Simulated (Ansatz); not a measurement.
Molecular dynamics on a 1×1×1 supercell (4 atoms) of ScAlN2 (ordering on rocksalt), relaxed with r2SCAN. Forces come from r2SCAN in the PAW code Ansatz: Langevin thermostat and barostat (NPT), 800 K, steps of 1 fs. Classical nuclei, no spin polarisation; a few dozen steps show the first response, not equilibrium. The structure comes from a prototype and may be hypothetical.

```yaml
crystal:
  lattice:
    - [1.5184655393, 0.8766864879, 4.9153867975]
    - [-1.5184655393, 0.8766864879, 4.9153867975]
    - [0.0, -1.7533729758, 4.9153867975]
  atoms:
    - { symbol: Sc, position: [1.0, 0.0, 0.0] }
    - { symbol: Al, position: [0.5, 0.5, 0.5] }
    - { symbol: "N", position: [0.2433103315, 0.2433103315, 0.2433103315] }
    - { symbol: "N", position: [0.7566896685, 0.7566896685, 0.7566896685] }
kpoints:
  mp_grid: { grid: [6, 6, 6] }
hamiltonian:
  xc: r2scan
scf:
  occupations: { method: fermi_dirac, width: 0.069 }
md:
  ensemble: npt_langevin
  temperature: 800
  timestep: 1.0
  n_steps: 30
  initial_velocities: maxwell_boltzmann
  seed: 6318
```

Command: `ansatz run input.yaml --threads 4 --pin off --max-ram 3686MiB --backend cpu --events-out ev --progress --plain --runs-dir out`. Wall time 4 min on 4 threads of Intel(R) Xeon(R) Processor @ 2.50GHz (Skylake/Cascade Lake), on a shared host; peak host memory 0.63 GiB.

| step | t (fs) | T (K) | free energy F from step 0 (meV/atom) | kinetic energy (meV/atom) | pressure (GPa) | volume (Å³/atom) | largest force (eV/Å) |
| --- | --- | --- | --- | --- | --- | --- | --- |
| 0 | 0 | 600 | 0.0 | 77.6 | 0.86 | 9.82 | 0.00 |
| 1 | 1 | 604 | 0.6 | 78.1 | 0.80 | 9.82 | 0.18 |
| 2 | 2 | 663 | 2.5 | 85.7 | 0.85 | 9.82 | 0.36 |
| 3 | 3 | 593 | 5.6 | 76.6 | 0.84 | 9.82 | 0.53 |
| 4 | 4 | 550 | 9.7 | 71.1 | 0.96 | 9.82 | 0.70 |
| 5 | 5 | 557 | 14.8 | 72.0 | 1.16 | 9.82 | 0.86 |
| 6 | 6 | 534 | 20.7 | 69.0 | 1.32 | 9.82 | 1.01 |
| 7 | 7 | 460 | 27.0 | 59.5 | 1.47 | 9.82 | 1.17 |
| 8 | 8 | 485 | 33.8 | 62.7 | 1.81 | 9.82 | 1.33 |
| 9 | 9 | 498 | 41.1 | 64.3 | 2.19 | 9.82 | 1.51 |
| 10 | 10 | 444 | 48.7 | 57.4 | 2.52 | 9.82 | 1.68 |
| 11 | 11 | 328 | 56.1 | 42.4 | 2.83 | 9.81 | 1.86 |
| 12 | 12 | 256 | 63.1 | 33.1 | 3.32 | 9.80 | 2.03 |
| 13 | 13 | 201 | 69.5 | 26.0 | 3.79 | 9.79 | 2.16 |
| 14 | 14 | 176 | 75.1 | 22.7 | 4.14 | 9.78 | 2.27 |
| 15 | 15 | 179 | 79.2 | 23.2 | 4.50 | 9.78 | 2.35 |
| 16 | 16 | 106 | 81.7 | 13.7 | 4.82 | 9.77 | 2.40 |
| 17 | 17 | 118 | 82.7 | 15.3 | 5.25 | 9.75 | 2.42 |
| 18 | 18 | 163 | 82.3 | 21.0 | 5.61 | 9.74 | 2.40 |
| 19 | 19 | 212 | 79.8 | 27.4 | 5.84 | 9.73 | 2.34 |
| 20 | 20 | 258 | 75.5 | 33.4 | 6.02 | 9.72 | 2.23 |
| 21 | 21 | 283 | 70.2 | 36.5 | 6.22 | 9.71 | 2.12 |
| 22 | 22 | 337 | 64.3 | 43.6 | 6.39 | 9.69 | 1.99 |
| 23 | 23 | 352 | 57.9 | 45.5 | 6.42 | 9.68 | 1.83 |
| 24 | 24 | 437 | 51.3 | 56.5 | 6.54 | 9.67 | 1.67 |
| 25 | 25 | 464 | 44.7 | 60.0 | 6.54 | 9.66 | 1.53 |
| 26 | 26 | 551 | 38.2 | 71.3 | 6.63 | 9.65 | 1.40 |
| 27 | 27 | 556 | 32.5 | 71.9 | 6.61 | 9.65 | 1.27 |
| 28 | 28 | 586 | 27.6 | 75.8 | 6.67 | 9.64 | 1.14 |
| 29 | 29 | 736 | 23.6 | 95.2 | 6.96 | 9.63 | 1.01 |
| 30 | 30 | 879 | 20.4 | 113.7 | 7.22 | 9.62 | 0.88 |

The temperature starts at 600 K, is lowest at step 16 (106 K, 16 fs) and ends at 879 K. The atoms start on their lattice sites with kinetic energy alone, so much of it first passes into potential energy. The first value is 3/4 of the setting, since velocities are drawn without the motion of the centre of mass and T is counted over all atoms.

Positions (Å) and forces (eV/Å) at step 30:
```
cell (Å): 1.508 0.871 4.883; -1.508 0.871 4.883; 0.000 -1.742 4.883
Sc   1.460   0.802   4.897     0.408   0.285   0.130
Al   0.007   0.009   7.329     0.186  -0.191   0.587
N   -0.007  -0.021   3.630     0.060  -0.118  -0.131
N    0.067  -0.018  11.173    -0.654   0.024  -0.586
```
